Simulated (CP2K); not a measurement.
Crystal: CuI (Marshite).

```
CELL_PARAMETERS angstrom
4.28719 0.00000 0.00000
2.14359 3.71281 0.00000
2.14359 1.23760 3.50047
ATOMIC_POSITIONS crystal
I 0.00000 0.00000 0.00000
Cu 0.75000 0.75000 0.75000
```

Base run:

- Program: CP2K 2026.2
- Functional: PBE
- Potentials or basis: GTH_SOC_POTENTIALS I GTH-PBE-q7, Cu GTH-PBE-q11; DZVP-MOLOPT-SR-GTH basis
- Density cutoff: 6123 eV
- k mesh: 8 × 8 × 8
- Occupations: fermi-dirac, width 0.05 eV
- Spin: spin-orbit coupling, no magnetisation

Its results: pressure 1.8 GPa.

Q: The run is repeated on the same cell with these changes: functional from PBE to HLE16. What comes out?

A: Pressure -0.2 GPa.

Caveats: the basis of atomic orbitals isn't converged, which shifts pressures, moduli and gaps; the potentials were made for a functional far from this one (some runs); the potentials were made for another functional, which shifts forces and pressure (some runs).
